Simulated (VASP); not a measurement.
Here is a VASP 6.6.1 calculation.

INCAR

```
SYSTEM = Be16H
ALGO = Fast ; EDIFF = 1E-6
ENCUT = 520 ; ISIF = 2
ISMEAR = -1 ; LASPH = .TRUE.
LCHARG = .TRUE. ; LELF = .TRUE.
LREAL = Auto ; LVHAR = .TRUE.
LWAVE = .FALSE. ; NBANDS = 30
NELM = 100 ; PREC = Accurate
SIGMA = 0.05
```

File KPOINTS:

```
k-points
0
G
  5 6 4
  0 0 0
```

Contents of POSCAR:

```
Be16H
1.0
   -2.2900000000     -3.9663960000      0.0000000000
    3.4350000000     -1.9831980000      0.0000000000
    0.0000000000      0.0000000000      7.1768600000
Be H
16 1
Direct
    0.7484807207      0.4989749200      0.0000622835
    0.4996908661      0.3336893984      0.2483793748
    0.7390768478      0.4951112028      0.5036704074
    0.4996849123      0.3338076999      0.7514123168
    0.4996985455      0.0045309081     -0.0040127577
    0.2562065368      0.8391347800      0.2454760160
    0.4996546815      0.0020213160      0.4988026797
    0.2515977038      0.8346336948      0.7507011423
    0.2509001990      0.4989771341      0.0000515546
   -0.0002870618      0.3221713620      0.2460896548
    0.2603112280      0.4952962772      0.5036426794
   -0.0003004019      0.3325767335      0.7529498973
   -0.0003050090     -0.0063040672     -0.0022847039
    0.7432370457      0.8391242604      0.2455029080
   -0.0002342160      0.0096243509      0.5034411985
    0.7477985569      0.8346240743      0.7507118712
   -0.0004810053      0.6608164477      0.4162798215
```

Potentials or basis: VASP PAW LDA potentials, release 64 (Be, H).

Command:

```sh
$ cat potpaw_LDA.64/Be/POTCAR potpaw_LDA.64/H/POTCAR > POTCAR
$ mpirun -np 1 vasp_std > vasp.out
```

Q: What does it give for the pressure?

A: -5.0 GPa.

Q: Predict the largest force.

A: 0.729 eV/Å.

Forces on the atoms (eV/Å):
```
Be   0.003 -0.001  0.051
Be  -0.018  0.011  0.050
Be   0.003 -0.053  0.062
Be  -0.014  0.008  0.053
Be  -0.006  0.003  0.026
Be   0.001 -0.023  0.060
Be   0.009 -0.006  0.039
Be  -0.003  0.013  0.007
Be   0.003 -0.003  0.051
Be   0.006 -0.003  0.080
Be   0.047  0.025  0.062
Be   0.037 -0.021  0.023
Be   0.002 -0.002  0.032
Be   0.021  0.010  0.060
Be  -0.039  0.024  0.065
Be  -0.012 -0.004  0.007
H   -0.040  0.022 -0.727
```
